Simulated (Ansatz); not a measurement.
**Straining Ag**

These are results of DFT PBEsol, scalar-relativistic, plane waves, PAW (Ansatz 0.2.0), not measurements. (420 eV cutoff, 16×16×16 k-mesh, Gaussian smearing of 0.10 eV, no spin polarisation)

Reference structure (relaxed):

```
Ag
1.0
     3.22511    0.00000    0.00000
     0.00000    3.22511    0.00000
     0.00000    0.00000    3.22511
Ag
2
Cartesian
  0.0000 0.0000 0.0000
  1.6126 1.6126 1.6126
```

Deformation: all cell vectors scaled alike, the atoms relaxed, all within the symmetry that the strain leaves. Energies are extrapolated to zero smearing.

| strain (%) | ΔE (meV/atom) | a (Å) | b (Å) | c (Å) |
| --- | --- | --- | --- | --- |
| -4.5 | 136.7 | 3.080 | 3.080 | 3.080 |
| -3.0 | 56.3 | 3.128 | 3.128 | 3.128 |
| -1.5 | 13.0 | 3.177 | 3.177 | 3.177 |
| +0.0 | 0.0 | 3.225 | 3.225 | 3.225 |
| +1.5 | 11.4 | 3.273 | 3.273 | 3.273 |
| +3.0 | 42.5 | 3.322 | 3.322 | 3.322 |
| +4.5 | 89.4 | 3.370 | 3.370 | 3.370 |

**Question.** What stiffness (1/V) d²E/dε² at zero strain does a cubic fit over all points give?

**Answer.** A cubic fit gives (1/V) d²E/dε² = 1068 GPa at zero strain (nine times the bulk modulus at fixed shape).

This bcc form isn't the element's structure at ambient conditions.